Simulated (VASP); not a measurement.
Here is a VASP 6.6.1 calculation.

The input INCAR:

```
PREC = Accurate
ENCUT = 520
EDIFF = 1E-7
ISMEAR = -1
SIGMA = 0.05
LREAL = False
LASPH = True
NELM = 80
ALGO = Normal
ISIF = 2
LWAVE = False
LCHARG = False
LMAXMIX = 4
METAGGA = RTPSS
LMIXTAU = True
NBANDS = 14
```

The input KPOINTS:

```
regular mesh
0
Gamma
  10 10 10
```

Contents of POSCAR:

```
HfC
1.0
    0.0000000000      2.3250000000      2.3250000000
    2.3250000000      0.0000000000      2.3250000000
    2.3250000000      2.3250000000      0.0000000000
Hf C
1 1
Direct
    0.5000000000      0.5000000000      0.5000000000
    0.0000000000      0.0000000000      0.0000000000
```

File KPOINTS_OPT:

```
path GXWKGLUWLK,UX
10
line-mode
reciprocal
 0.0000000000  0.0000000000  0.0000000000  G
 0.5000000000  0.0000000000  0.5000000000  X

 0.5000000000  0.0000000000  0.5000000000  X
 0.5000000000  0.2500000000  0.7500000000  W

 0.5000000000  0.2500000000  0.7500000000  W
 0.3750000000  0.3750000000  0.7500000000  K

 0.3750000000  0.3750000000  0.7500000000  K
 0.0000000000  0.0000000000  0.0000000000  G

 0.0000000000  0.0000000000  0.0000000000  G
 0.5000000000  0.5000000000  0.5000000000  L

 0.5000000000  0.5000000000  0.5000000000  L
 0.6250000000  0.2500000000  0.6250000000  U

 0.6250000000  0.2500000000  0.6250000000  U
 0.5000000000  0.2500000000  0.7500000000  W

 0.5000000000  0.2500000000  0.7500000000  W
 0.5000000000  0.5000000000  0.5000000000  L

 0.5000000000  0.5000000000  0.5000000000  L
 0.3750000000  0.3750000000  0.7500000000  K

 0.6250000000  0.2500000000  0.6250000000  U
 0.5000000000  0.0000000000  0.5000000000  X
```

Potentials or basis: VASP PAW PBE potentials, release 64 (Hf_pv, C).

Command:

```bash
$ cat potpaw_PBE.64/Hf_pv/POTCAR potpaw_PBE.64/C/POTCAR > POTCAR
$ mpirun -np 1 vasp_std > vasp.out
```

Problem. What does it give for the pressure?

Solution. -4.4 GPa.

Problem. What does it give for the band gap along the path?

Solution. None (metal or under the smearing width).

Levels at the corners of the path, in eV from the Fermi level:
| point | band 5 | band 6 | band 7 | band 8 | band 9 | band 10 |
| --- | --- | --- | --- | --- | --- | --- |
| Γ | 1.00 | 1.00 | 1.00 | 1.34 | 1.34 | 1.34 |
| X | -2.71 | -1.88 | -0.13 | -0.13 | 5.45 | 6.72 |
| X | -2.71 | -1.88 | -0.13 | -0.13 | 5.45 | 6.72 |
| W | -3.02 | -2.82 | -2.82 | 3.66 | 3.66 | 6.74 |
| W | -3.02 | -2.82 | -2.82 | 3.66 | 3.66 | 6.74 |
| K | -3.61 | -2.84 | -1.66 | 1.54 | 5.76 | 6.18 |
| K | -3.61 | -2.84 | -1.66 | 1.54 | 5.76 | 6.18 |
| Γ | 1.00 | 1.00 | 1.00 | 1.34 | 1.34 | 1.34 |
| Γ | 1.00 | 1.00 | 1.00 | 1.34 | 1.34 | 1.34 |
| L | -6.24 | -3.01 | -3.01 | 5.32 | 5.32 | 5.81 |
| L | -6.24 | -3.01 | -3.01 | 5.32 | 5.32 | 5.81 |
| U | -3.61 | -2.84 | -1.66 | 1.54 | 5.76 | 6.18 |
| U | -3.61 | -2.84 | -1.66 | 1.54 | 5.76 | 6.18 |
| W | -3.02 | -2.82 | -2.82 | 3.66 | 3.66 | 6.74 |
| W | -3.02 | -2.82 | -2.82 | 3.66 | 3.66 | 6.74 |
| L | -6.24 | -3.01 | -3.01 | 5.32 | 5.32 | 5.81 |
| L | -6.24 | -3.01 | -3.01 | 5.32 | 5.32 | 5.81 |
| K | -3.61 | -2.84 | -1.66 | 1.54 | 5.76 | 6.18 |
| U | -3.61 | -2.84 | -1.66 | 1.54 | 5.76 | 6.18 |
| X | -2.71 | -1.88 | -0.13 | -0.13 | 5.45 | 6.72 |

Caveat: the PAW data sets were made with another functional, which shifts forces and pressure a little; spin-orbit coupling is left out, which moves the levels of the heavy elements.
